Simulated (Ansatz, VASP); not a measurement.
**One calculation of Cs, two programs**

The input INCAR:

```
PREC = Accurate
ENCUT = 520
EDIFF = 1E-6
ISMEAR = 0
SIGMA = 0.1
LREAL = F
LASPH = T
NELM = 100
ALGO = Normal
ISIF = 2
LWAVE = F
LCHARG = T
LELF = T
LVHAR = T
NBANDS = 16
```

Contents of KPOINTS:

```
Automatic mesh
0
Gamma
  2 1 2
```

Contents of POSCAR:

```
Cs
1.0
    5.6533874978     -0.0790605981     -0.0035350941
   -2.8951622353      4.8787449763      0.0107026269
   -0.0058799487      0.0171609121      9.3321066271
Cs
2
Direct
    0.3333333333      0.6666666667      0.2500000000
    0.6666666667      0.3333333333      0.7500000000
```

Input for Ansatz:

```yaml
crystal:
  lattice:
    - [5.6533874978, -0.0790605981, -0.0035350941]
    - [-2.8951622353, 4.8787449763, 0.0107026269]
    - [-0.0058799487, 0.0171609121, 9.3321066271]
  atoms:
    - { symbol: Cs, position: [0.3333333333, 0.6666666667, 0.25] }
    - { symbol: Cs, position: [0.6666666667, 0.3333333333, 0.75] }
basis: {}
kpoints:
  mp_grid: { grid: [2, 1, 2] }
hamiltonian:
  xc: lda
scf:
  occupations: { method: gaussian, width: 0.1 }
  max_iter: 100
output:
  forces: true
  stress: true
  eigenvalues: true
```

Alike in both runs: task single point; functional LDA; k mesh 2 × 1 × 2; occupations gaussian, width 0.1 eV; no spin polarisation.

|  | VASP | Ansatz |
| --- | --- | --- |
| version | VASP 6.6.1 | Ansatz 0.2.0 |
| potentials or method | VASP PAW LDA potentials, release 64 (Cs_sv) | scalar-relativistic, plane waves, PAW |
| plane-wave cutoff (eV) | 520 | 420 |
| valence electrons in the cell | 18 | 18 |

|  | VASP | Ansatz | Ansatz less VASP |
| --- | --- | --- | --- |
| gap on the k mesh at the Fermi level (eV) | none | none | - |
| pressure (GPa) | -0.7 | -0.7 | +0.01 |
| largest component of the traceless stress (GPa) | 0.68 | 0.69 | 0.000 |
| rms of the force components (eV/Å) | 0.018 | 0.018 | -0.0001 |

Atom by atom the forces differ by 0.000 eV/Å (rms over components). A gap of «none» marks a metal or a gap that the smearing closes.

Caveats: the k mesh is coarse (spacing up to 1.30 Å⁻¹), so the values aren't converged. The runs have no spin-orbit coupling, so splittings on Cs are missing.
